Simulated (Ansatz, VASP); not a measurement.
One calculation of ZnSe, two programs

```
Zn Se
1.0
     0.00000    2.81659    2.81659
     2.81659    0.00000    2.81659
     2.81659    2.81659    0.00000
Zn Se
1 1
Direct
  0.00000 0.00000 0.00000
  0.75000 0.75000 0.75000
```

Alike in both runs: functional PBEsol; k mesh 12 × 12 × 12; occupations fermi-dirac, width 0.1 eV; no spin polarisation.

Ansatz relaxed the structure, and its values are those at the end. VASP's run is a single point on that final structure, the one shown.

```csv
,VASP,Ansatz
version,VASP 6.6.1,Ansatz 0.2.0
potentials or method,"VASP PAW PBE potentials, release 64 (Zn, Se)","PAW with Ansatz's default frozen-core files, scalar-relativistic"
plane-wave cutoff (eV),520,420
valence electrons in the cell,18,28
```

|  | VASP | Ansatz | Ansatz less VASP |
| --- | --- | --- | --- |
| pressure (GPa) | 0.3 | 0.0 | -0.27 |

The two sets of potentials don't hold the same shells in valence.

Caveats: the PAW data sets were made with another functional, which shifts forces and pressure a little (VASP).
